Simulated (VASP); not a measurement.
Input of a VASP 6.6.1 run:

File POSCAR:

```
BaTe
1.0
    4.2448181569      0.0000000000      0.0000000000
    0.0000000000      4.2448181569      0.0000000000
    0.0000000000      0.0000000000      4.2448181569
Ba Te
1 1
Direct
    0.0000000000      0.0000000000      0.0000000000
    0.5000000000      0.5000000000      0.5000000000
```

The input INCAR.step1:

```
PREC = Accurate
ENCUT = 520
ISMEAR = 0
SIGMA = 0.01
LREAL = False
LASPH = True
NELM = 100
NBANDS = 15
GGA = PE
ALGO = Normal
EDIFF = 1E-4
LWAVE = True
LCHARG = False
```

INCAR.step2

```
PREC = Accurate
ENCUT = 520
EDIFF = 1E-6
ISMEAR = 0
SIGMA = 0.01
LREAL = False
LASPH = True
NELM = 100
ALGO = Normal
ISIF = 2
LWAVE = False
LCHARG = False
METAGGA = R2SCAN
LMIXTAU = True
NBANDS = 15
ISTART = 1
```

The input KPOINTS:

```
Automatic mesh
0
Gamma
  4 4 4
```

Potentials or basis: VASP PAW PBE potentials, release 64 (Ba_sv, Te).

The run is started by

```console
$ cat potpaw_PBE.64/Ba_sv/POTCAR potpaw_PBE.64/Te/POTCAR > POTCAR
$ cp INCAR.step1 INCAR
$ mpirun -np 1 vasp_std > vasp.out
$ cp INCAR.step2 INCAR
$ mpirun -np 1 vasp_std > vasp.out
```

Estimate the pressure.

0.6 GPa.

What does it give for the band gap on the k mesh?

1.09 eV, indirect (least direct gap 1.37 eV).

Caveat: the PAW data sets were made with another functional, which shifts forces and pressure a little; spin-orbit coupling is left out, which moves the levels of the heavy elements. r2SCAN opens gaps a little over a GGA but as a rule still falls short of measured ones.
